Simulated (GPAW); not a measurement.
# CdSe (F-43m) in GPAW: settings compared

The runs below take CdSe through single point, with HF, PBE.

All numbers are computed with GPAW 26.7.0; they aren't measurements. Logs are shortened: lines on timing, memory, paths and dates and some standing lists are left out, and cuts for length are marked. The log counts tension as positive stress, the text compression.

**1. The crystal as given**

The structure is cubic, space group F-43m (No. 216). Conventional cell: a = 6.141 Å, b = 6.141 Å, c = 6.141 Å, α = 90.00°, β = 90.00°, γ = 90.00°. Cd (site symmetry -43m) is surrounded by 4 Se at 2.66 Å. Se (site symmetry -43m) is surrounded by 4 Cd at 2.66 Å.

Measurements of this composition are mostly on another form, of space group No. 186.

**2. Single point, HF**

run.py reads:

```python
from ase.dft.bandgap import bandgap
from ase.io import read, write
from gpaw import GPAW, PW

atoms = read('CdSe.xyz')

calc = GPAW(mode=PW(450),
            xc='EXX',
            kpts={'size': (3, 3, 3), 'gamma': True},
            occupations={'name': 'fermi-dirac', 'width': 0.05},
            nbands=14,
            convergence={'density': 1e-05, 'energy': 1e-05},
            maxiter=60,
            txt='gpaw.txt')
atoms.calc = calc
energy = atoms.get_potential_energy()
calc.write('gs.gpw')
write('result.traj', atoms)
print(f'Energy: {energy:.6f} eV')
print('Fermi level:', round(calc.get_fermi_level(), 4), 'eV')
print(f'Gap: {bandgap(calc)[0]:.4f} eV, direct: {bandgap(calc, direct=True)[0]:.4f} eV')
```

CdSe.xyz reads:

```xyz
2
Lattice="0.0000000000 3.0702711986 3.0702711986 3.0702711986 0.0000000000 3.0702711986 3.0702711986 3.0702711986 0.0000000000" Properties=species:S:1:pos:R:3 pbc="T T T"
Cd     0.0000000000      0.0000000000      0.0000000000
Se     1.5351355993      1.5351355993      1.5351355993
```

Potentials or basis: GPAW PAW data sets (gpaw-data 1.2.1), pw.

The run is started by

```
OMP_NUM_THREADS=1 python run.py
```

gpaw.txt:

```text
__  _  _
 | _ |_)|_||  |
 |__||  | ||/\| - 26.7.0

Input parameters:
  mode=PW(ecut=450.00000000000006),
  convergence={'density': 1e-05, 'energy': 1e-05},
  kpts=MonkhorstPack(size=(3, 3, 3), gamma=True),
  maxiter=60,
  nbands=14,
  occupations=Occupations(name='fermi-dirac', width=0.05),
  xc=XC(name='EXX')

Diagonalizing LCAO Hamiltonian
Converting LCAO to pw mode

            Se

       Cd

Atoms  # Å, Bohr magnetons
|   | symbol |        x |        y |        z |    initial magnetic moments |
|---|--------|----------|----------|----------|-----------------------------|
| 0 |     Cd | 0.000000 | 0.000000 | 0.000000 | ( 0.0000,  0.0000,  0.0000) |
| 1 |     Se | 1.535136 | 1.535136 | 1.535136 | ( 0.0000,  0.0000,  0.0000) |

Unit cell  # Å
| periodic |        x |        y |        z |  lengths |    angles |
|----------|----------|----------|----------|----------|-----------|
|      yes | 0.000000 | 3.070271 | 3.070271 | 4.342019 | 60.000000 |
|      yes | 3.070271 | 0.000000 | 3.070271 | 4.342019 | 60.000000 |
|      yes | 3.070271 | 3.070271 | 0.000000 | 4.342019 | 60.000000 |

Number of symmetries: 24
Symmetry operations  # r_c * U_cc + t_c -> r_c
|    | kind |            matrix            |
|----|------|------------------------------|
|  0 |  E   |  1, 0, 0,  0, 1, 0,  0, 0, 1 |
|  1 |  σ   |  1, 0, 0,  0, 0, 1,  0, 1, 0 |
|  2 |  σ   |  1, 0,-1,  0, 1,-1,  0, 0,-1 |
|  3 |  C3  |  1, 0,-1,  0, 0,-1,  0, 1,-1 |
|  4 |  C3  |  1,-1, 0,  0,-1, 1,  0,-1, 0 |
|  5 |  σ   |  1,-1, 0,  0,-1, 0,  0,-1, 1 |
|  6 |  σ   |  0, 1, 0,  1, 0, 0,  0, 0, 1 |
|  7 |  C3  |  0, 1, 0,  0, 0, 1,  1, 0, 0 |
|  8 |  C2  |  0, 1,-1,  1, 0,-1,  0, 0,-1 |
|  9 |  S4  |  0, 1,-1,  0, 0,-1,  1, 0,-1 |
| 10 |  C3  |  0, 0, 1,  1, 0, 0,  0, 1, 0 |
| 11 |  σ   |  0, 0, 1,  0, 1, 0,  1, 0, 0 |
| 12 |  S4  |  0, 0,-1,  1, 0,-1,  0, 1,-1 |
| 13 |  C3  |  0, 0,-1,  0, 1,-1,  1, 0,-1 |
| 14 |  S4  |  0,-1, 1,  1,-1, 0,  0,-1, 0 |
| 15 |  C2  |  0,-1, 1,  0,-1, 0,  1,-1, 0 |
| 16 |  C3  |  0,-1, 0,  1,-1, 0,  0,-1, 1 |
| 17 |  S4  |  0,-1, 0,  0,-1, 1,  1,-1, 0 |
| 18 |  S4  | -1, 1, 0, -1, 0, 1, -1, 0, 0 |
| 19 |  C3  | -1, 1, 0, -1, 0, 0, -1, 0, 1 |
| 20 |  C3  | -1, 0, 1, -1, 1, 0, -1, 0, 0 |
| 21 |  S4  | -1, 0, 1, -1, 0, 0, -1, 1, 0 |
| 22 |  σ   | -1, 0, 0, -1, 1, 0, -1, 0, 1 |
| 23 |  C2  | -1, 0, 0, -1, 0, 1, -1, 1, 0 |

BZ-sampling:
  Number of BZ points: 27
  Number of IBZ points: 4

  Monkhorst-Pack size: [3, 3, 3]
  Monkhorst-Pack shift: [0, 0, 0]

K-points  # in reciprocal-cell coordinates
|   |                                coordinates |     weight |
|---|--------------------------------------------|------------|
| 0 | (  0.00000000,   0.00000000,   0.00000000) | 0.03703704 |
| 1 | (  0.33333333,   0.33333333,  -0.33333333) | 0.44444444 |
| 2 | (  0.33333333,   0.33333333,   0.00000000) | 0.22222222 |
| 3 | (  0.33333333,   0.33333333,   0.33333333) | 0.29629630 |

Plane wave coefficients: 1272
Cutoff: 450.00000000000006 eV

Spin-components: 1 (collinear spins)
Bands:           14
Projectors:      11
Spin-degeneracy: 2
Datatype:        complex128

Parallelization:
  kpt:    1
  domain: 1
  band:   1

Density:
  Valence electrons: 18.0
  Components: 1
  Grid points: [24 24 24]
  Charge: 0.0  # |e|

Potential:
  Grid points: [24 24 24]

species:
  Cd:
    name:    Cadmium
    Z:       48.0
    valence: 12
    core:    36
    charge:  0.0  # [|e|]
    compensation charges:
      type: gauss
      rc: 0.38  # [Å]
      lmax: 2
    cutoffs:
      filter: 2.12  # [Å]
      core: 2.62  # [Å]
    projectors
    | kind |    occ | energy [eV] | rcut [Å] |
    |------|--------|-------------|----------|
    |   5s |  2.000 |      -5.655 |    1.191 |
    |   5p |  0.000 |      -1.186 |    1.228 |
    |   4d | 10.000 |     -11.739 |    1.164 |
    |    s |        |      21.556 |    1.191 |
    |    p |        |      26.026 |    1.228 |
    |    d |        |      15.473 |    1.164 |

    Using partial waves for Cd as LCAO basis

  Se:
    name:    Selenium
    Z:       34.0
    valence: 6
    core:    28
    charge:  0.0  # [|e|]
    compensation charges:
      type: gauss
      rc: 0.27  # [Å]
      lmax: 2
    cutoffs:
      filter: 1.77  # [Å]
      core: 2.67  # [Å]
    projectors
    | kind |    occ | energy [eV] | rcut [Å] |
    |------|--------|-------------|----------|
    |   4s |  2.000 |     -17.277 |    0.847 |
    |   4p |  4.000 |      -6.512 |    1.005 |
    |    s |        |       9.935 |    0.847 |
    |    p |        |      20.699 |    1.005 |
    |    d |        |       0.000 |    0.847 |

    Using partial waves for Se as LCAO basis

Reference energy: -218276.650467  # eV

eigensolver:
  PPCG
  Converge bands: occupied
  niter=2

density mixing:
  MSR1-Mixer
  Pratt-step length: 0.05
  Maximum mixing coefficient: 0.75
  Old densities: 10
  SVD Regularization: 0.005
  Good broyden scale: 1.0
  Trust region scale: 1.0
  Backstep threshold: 4.0
  History deletion threshold: 6.0
  Fourier metric: weight=20.0, sigma=0.015

occupation numbers:
  Fermi-Dirac:
    width: 0.0500  # eV

poisson solver:
  ecut: 3600.0000000000005  # eV

xc functional:
  name: None

convergence criteria:
- Maximum integral of absolute [dens]ity change: 1e-05 electrons / valence electron
- Maximum [total energy] change in last 3 cyles: 1e-05 eV / valence electron
- Maximum integral of absolute [eigenst]ate change: 4e-08 eV^2 / valence electron
maximum number of iterations: 60

IBZ(<points: 4, symmetries: 24>)
Occupied bands: 10
SCF iterations
|iter     | |      energy | eigst |  dens |
|---------|-|-------------|-------|-------|
|iter:   1| |-6541.617906 | +0.65 |       |
|iter:   2| |   95.089146 | +0.40 | -0.48 |
|iter:   3| |   91.022067 | -0.54 | -0.72 |
|iter:   4| |   90.727020 | -1.06 | -0.94 |
|iter:   5| |   90.087506 | -1.49 | -1.29 |
|iter:   6| |   90.003635 | -2.29 | -1.41 |
|iter:   7| |   90.046503 | -1.84 | -1.54 |
|iter:   8| |   90.066888 | -2.88 | -1.74 |
|iter:   9| |   90.062154 | -2.19 | -1.91 |
|iter:  10| |   90.059415 | -3.35 | -1.76 |
|iter:  11| |   90.096671 | -3.17 | -1.79 |
|iter:  12| |   90.088335 | -3.10 | -2.45 |
|iter:  13| |   90.087978 | -3.97 | -2.28 |
|iter:  14| |   90.089950 | -4.02 | -2.41 |
|iter:  15| |   90.089475 | -4.85 | -2.98 |
|iter:  16| |   90.089724 | -4.35 | -2.90 |
|iter:  17| |   90.089687 | -5.75 | -3.35 |
|iter:  18| |   90.089714c| -6.57 | -3.35 |
|iter:  19| |   90.089725c| -5.65 | -3.55 |
|iter:  20| |   90.089720c| -6.89 | -4.17 |
|iter:  21| |   90.089720c| -6.85 | -4.10 |
|iter:  22| |   90.089720c| -8.80c| -4.21 |
|iter:  23| |   90.089720c| -7.40c| -4.69 |
|iter:  24| |   90.089720c| -8.83c| -4.74 |
|iter:  25| |   90.089720c| -8.83c| -4.85 |
|iter:  26| |   90.089720c| -8.70c| -5.41c|

Converged in 26 steps
Energy contributions relative to reference atoms: (reference = -218276.650467)

Energy contributions:
  Kinetic:          17.783989
  Coulomb:         -12.142615
  Zero:             -0.794840
  External:          0.000000
  Xc:             6586.725419
  Entropy:          -0.000000
  Spinorbit:         0.000000
  Hybrid_Xc_Cc:     -6147.798030
  Hybrid_Xc_Vc:      -167.862194
  Hybrid_Xc_Vv:      -185.822009
  ----------------------------
  Free energy:      90.089720
  Extrapolated:     90.089720

dipole moment: (-22.738768, -22.738768, -22.738768)  # |e|*Ang

Fermi level: 1.973
Eigenvalues  # (at kpt = [0.000, 0.000, 0.000])
| band index |      eig [eV] | occ [0-2] |
|------------|---------------|-----------|
|          0 |       -16.202 |     2.000 |
|          1 |       -12.060 |     2.000 |
|          2 |       -12.060 |     2.000 |
|          3 |       -12.060 |     2.000 |
|          4 |       -11.674 |     2.000 |
|          5 |       -11.674 |     2.000 |
|          6 |         0.588 |     2.000 |
|          7 |         0.588 |     2.000 |
|          8 |         0.588 |     2.000 |
|          9 |         8.293 |     0.000 |
|         10 |        13.960 |     0.000 |
|         11 |        13.960 |     0.000 |
|         12 |        13.960 |     0.000 |
|         13 |        18.360 |     0.000 |

Gap: 7.705 eV
Transition (v -> c):
  (s=0, k=0, n=8, [0.00, 0.00, 0.00]) -> (s=0, k=0, n=9, [0.00, 0.00, 0.00])
No difference between direct/indirect transitions
# Writing to gs.gpw (mode='')
```

Wall time 15 min (1 thread of Arm Neoverse V2, shared host); peak memory 0.24 GiB.

Results:

```yaml
Free_energy: 90.0897 eV
Band_gap_on_the_k_mesh: 7.71 eV, direct
```

Levels at points of the mesh, in eV from the valence-band top:
```
           k point  band 6  band 7  band 8  band 9  band 10
(0.00, 0.00, 0.00)  -12.26    0.00    0.00    0.00     7.71
```

Caveat: the k mesh is coarse (spacing up to 0.59 Å⁻¹), so the values aren't converged, least of all with exact exchange; exact exchange converges slowly with the k mesh, and this mesh is small; the PAW data sets were made with another functional, which shifts forces and pressure a little.

**3. Single point, PBE (volume scaled by 0.92)**

run.py reads:

```python
from ase.dft.bandgap import bandgap
from ase.io import read, write
from ase.units import GPa
from gpaw import GPAW, PW

atoms = read('CdSe.cif')

calc = GPAW(mode=PW(400),
            xc='PBE',
            kpts={'size': (6, 6, 6), 'gamma': True},
            occupations={'name': 'fermi-dirac', 'width': 0.05},
            nbands=18,
            convergence={'density': 1e-05, 'energy': 1e-05},
            maxiter=80,
            txt='gpaw.txt')
atoms.calc = calc
energy = atoms.get_potential_energy()
forces = atoms.get_forces()
stress = atoms.get_stress()
calc.write('gs.gpw')
write('result.traj', atoms)
print(f'Energy: {energy:.6f} eV')
print('Forces (eV/A):')
print(forces.round(4))
print('Stress (GPa):', (stress / GPa).round(3))
print('Fermi level:', round(calc.get_fermi_level(), 4), 'eV')
print(f'Gap: {bandgap(calc)[0]:.4f} eV, direct: {bandgap(calc, direct=True)[0]:.4f} eV')
```

CdSe.cif reads:

```cif
data_CdSe
_cell_length_a 4.22299933
_cell_length_b 4.22299933
_cell_length_c 4.22299933
_cell_angle_alpha 60.00000000
_cell_angle_beta 60.00000000
_cell_angle_gamma 60.00000000
_space_group_name_H-M_alt 'P1'
_space_group_name_Hall 'P 1'
_space_group_IT_number 1
loop_
_space_group_symop_operation_xyz
'x,y,z'
loop_
_atom_site_label
_atom_site_type_symbol
_atom_site_symmetry_multiplicity
_atom_site_Wyckoff_symbol
_atom_site_fract_x
_atom_site_fract_y
_atom_site_fract_z
_atom_site_occupancy
Cd1 Cd 1 a 0.0000000000 0.0000000000 0.0000000000 1
Se1 Se 1 a 0.2500000000 0.2500000000 0.2500000000 1
```

Potentials or basis: GPAW PAW data sets (gpaw-data 1.2.1), pw.

The run is started by

```
OMP_NUM_THREADS=1 python run.py
```

Run time: 4.7 s. Hardware: 1 thread of Intel Xeon at 2.60GHz (Ice Lake), shared host; peak memory 0.14 GiB.

These settings aren't checked as converged: the numbers below hold their error.

What came out:

* Free energy: -5.4734 eV
* Pressure: 4.4 GPa
* Band gap on the k mesh: 0.71 eV, direct

Caveat: the cutoff is short for stress and forces, so pressures can be off by a GPa or more.
